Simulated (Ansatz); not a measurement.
**TaN: how the axes shrink under pressure**

TaN, P6_3mc, a = 3.134 Å, c = 6.087 Å. This isn't the usual stable structure of the compound. Ansatz: r2SCAN, PAW, 500 eV, Γ-centred 18×18×8 mesh on 4 atoms, Gaussian smearing 0.10 eV; no spin polarisation. Cell and atoms are relaxed at each pressure, and no other structure is tried, so the rows at high pressure may lie past a change of phase. y = 100 ln(c/c0) with c0 = 6.0869 Å, so nearly a change in per cent. The pressures are the targets, met within 0.02 GPa.

```
P (GPa) y  100 ln(a/a0)
   -1.0      ?             ?
    0.0   0.00          0.00
    1.0  -0.07         -0.16
    4.0  -0.18         -0.67
   12.0  -0.49         -1.93
   25.0  -0.88         -3.76
   50.0  -1.43         -6.74
   90.0  -1.93        -10.64
```

Task: Fit y = c1 P + c2 P² to the other rows, give the linear compressibility along c, and predict the missing y.

Result: Least squares on the rows shown. y = −0.03954 P + 0.0002024 P². The linear compressibility along c is −c1/100 = 0.40 per TPa, against 1.60 along a from the same fit to the last column (its missing entry is 0.16): the crystal is softer along a at low pressure. The runs next to zero pressure give 0.71 and 1.58, so a parabola over the whole range misstates the start. With a term in P³ added, the coefficient of P becomes -0.04492, 14 % more, which shows how far this figure hangs on the form. At P = -1.0 the fit asked for gives 0.04. The run gave 0.07, so the fit is 0.03 too low, within the rms miss on the fitted rows (0.03): the form describes this series only roughly.

Spin–orbit coupling is left out, which can shift energies with elements as heavy as these.